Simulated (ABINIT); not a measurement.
A calculation with ABINIT 10.8.3 (patched build) of CdS (native input, structure from a POSCAR):

Contents of run.abi:

```
pp_dirpath "./"
pseudos "Cd.GGA_PBE-JTH.xml, S.GGA_PBE-JTH.xml"

structure "poscar:POSCAR"
natom 2
chkprim 0
chksymtnons 0
tolsym 1.0e-6

ecut 22.0
pawecutdg 44.0
pawxcdev 0
pawovlp 30

kptopt 1
ngkpt 8 7 9
nshiftk 1
shiftk 0.0 0.0 0.0

ixc 11

nband 13
occopt 3
tsmear 0.05 eV

nstep 100
tolvrs 1.0e-9

iomode 3
prtwf 0
prtden 0
prteig 0
prtebands 0
enunit 1
```

The input POSCAR:

```
CdS
1.0
    0.1724927500      3.2023413100      2.7851586700
    3.3277961600     -0.3185737700      3.2762251900
    2.6669097000      3.0325213700      0.3423126900
Cd S
1 1
Direct
    0.0210547800      0.0267089900      0.0385305600  Cd
    0.7289452200      0.7232910100      0.7114694400  S
```

Potentials or basis: JTH PAW PBE v2.0.

Command:

```console
$ abinit run.abi > log 2>&1
```

Write the same calculation in another form: ASE script, Cartesian positions.

As run:

Contents of run.py:

```python
import json, os
import numpy as np
from ase.units import GPa
from ase.calculators.abinit import Abinit, AbinitProfile
from ase.io import read

atoms = read('CdS.xyz')

profile = AbinitProfile(command='abinit', pp_paths=[os.path.abspath('pseudos')])
params = dict(
    pps='pawxml', xc='PBE',
    chksymtnons=0,
    tolsym=1e-06,
    ecut=598.6505,
    pawecutdg=1197.301,
    pawxcdev=0,
    pawovlp=30,
    kptopt=1,
    ngkpt=[8, 7, 9],
    nshiftk=1,
    shiftk=[0.0, 0.0, 0.0],
    ixc=11,
    nband=13,
    occopt=3,
    tsmear=0.05,
    nstep=100,
    tolvrs=1e-09,
    prtwf=0,
    prtden=0,
)

atoms.calc = Abinit(profile=profile, directory='run', **params)
energy = atoms.get_potential_energy()
forces = atoms.get_forces()
stress = atoms.get_stress()
print(f'energy {energy:.6f} eV')
print('forces (eV/A)')
print(np.round(forces, 5))
print('stress (GPa, Voigt, tension positive)', np.round(stress / GPa, 4))
json.dump(dict(energy=energy, forces=forces.tolist(), stress=stress.tolist(), cell=atoms.cell.tolist(), frac=atoms.get_scaled_positions(wrap=False).tolist()), open('results.json', 'w'))
```

Contents of CdS.xyz:

```xyz
2
Lattice="0.1724927500 3.2023413100 2.7851586700 3.3277961600 -0.3185737700 3.2762251900 2.6669097000 3.0325213700 0.3423126900" Properties=species:S:1:pos:R:3 pbc="T T T"
Cd     0.1952713955      0.1757605547      0.1593350685
S      4.4301275620      4.2614561278      4.6434373440
```

Potentials or basis: JTH PAW PBE v2.0.

Command:

```console
$ python run.py
```

Both were run:

|  | native input, structure from a POSCAR | ASE script, Cartesian positions |
| --- | --- | --- |
| Pressure | 12.3 GPa | 12.3 GPa |
| Largest force | 4.968 eV/Å | 4.968 eV/Å |
| Band gap on the k mesh | 0.13 eV, indirect (least direct gap 0.21 eV) | 0.13 eV, indirect (least direct gap 0.21 eV) |

Keys that steer only the numerical path or the files written may differ.

Caveat: an odd mesh through Γ misses points on the zone boundary, where band edges often lie; forces of over 1 eV/Å show positions far from the minimum, so gaps and moduli don't describe the material at rest; the atomic spheres overlap.
